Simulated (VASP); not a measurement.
# C: NMR shieldings and orbital susceptibility, by potentials

C, Fd-3m (no. 227), 2 atoms in the cell.

| Potentials | Shielding of the first element (ppm) | Orbital susceptibility (1e-6 cm³ per mole of cells) | Time (s) |
|---|---|---|---|
| C | 136.1 | -10.0 | 138 |
| C_GW | 136.5 | -10.1 | 156 |
| C_h | 136.2 | -10.4 | 128 |

Limits: The pGv and vGv forms of the susceptibility differ by more than 5 %, and the shieldings take over part of that uncertainty through the G = 0 term.

## Input of the first row

INCAR:
```
SYSTEM = C
  GGA = PE
  PREC = Accurate
  ENCUT = 950
  EDIFF = 1E-8
  LREAL = .False.
  LASPH = .True.
  ALGO = Normal
  NELM = 120
  LWAVE = .False.
  LCHARG = .False.
  LCHIMAG = .True.
  LNMR_SYM_RED = .True.
  NLSPLINE = .True.
  ISMEAR = 0
  SIGMA = 0.01
  KPAR = 2
```

KPOINTS:
```
k-points
0
Gamma
  11 11 11
```

POSCAR:
```
C
1.0
    0.0000000000      1.7833700000      1.7833700000
    1.7833700000      0.0000000000      1.7833700000
    1.7833700000      1.7833700000      0.0000000000
C
2
Direct
    0.7500000000      0.7500000000      0.7500000000
    0.5000000000      0.5000000000      0.5000000000
```

Commands:
```
cat potpaw_PBE.64/C/POTCAR > POTCAR
mpirun -np 2 vasp_std > vasp.out
```

Changes of the last row against the first:
```
- cat potpaw_PBE.64/C/POTCAR > POTCAR
+ cat potpaw_PBE.64/C_h/POTCAR > POTCAR
```

VASP 6.6.1 took 138 s on 2 cores (AMD EPYC 9R45 (Zen 5)), a shared host.
